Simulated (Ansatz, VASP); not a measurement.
Two plane-wave programs on WC

```xyz
2
Lattice="2.9121 0.0000 0.0000 -1.4560 2.5220 0.0000 0.0000 0.0000 2.8361" Properties=species:S:1:pos:R:3 pbc="T T T"
W     0.0000    0.0000    0.0000
C     1.4560    0.8407    1.4181
```

Alike in both runs: task single point; functional r2SCAN; k mesh 18 × 18 × 14; occupations gaussian, width 0.1 eV; no spin polarisation.

```csv
,VASP,Ansatz
version,VASP 6.6.1,Ansatz 0.2.0
potentials or method,"VASP PAW PBE potentials, release 64 (W_sv, C)","scalar-relativistic, plane waves, PAW"
plane-wave cutoff (eV),520,500
valence electrons in the cell,18,18
```

Ansatz gave:

| Item | Value |
| --- | --- |
| gap on the k mesh at the Fermi level (eV) | none |
| pressure (GPa) | 0.0 |
| largest component of the traceless stress (GPa) | 0.01 |

Q: Which values does VASP return?

A: gap on the k mesh at the Fermi level (eV): none; pressure (GPa): 1.9; largest component of the traceless stress (GPa): 0.24.

A gap of «none» marks a metal or a gap that the smearing closes.

Caveats: the PAW data sets were made with another functional, which shifts forces and pressure a little (VASP). Spin-orbit coupling is left out, which matters for the levels of W.
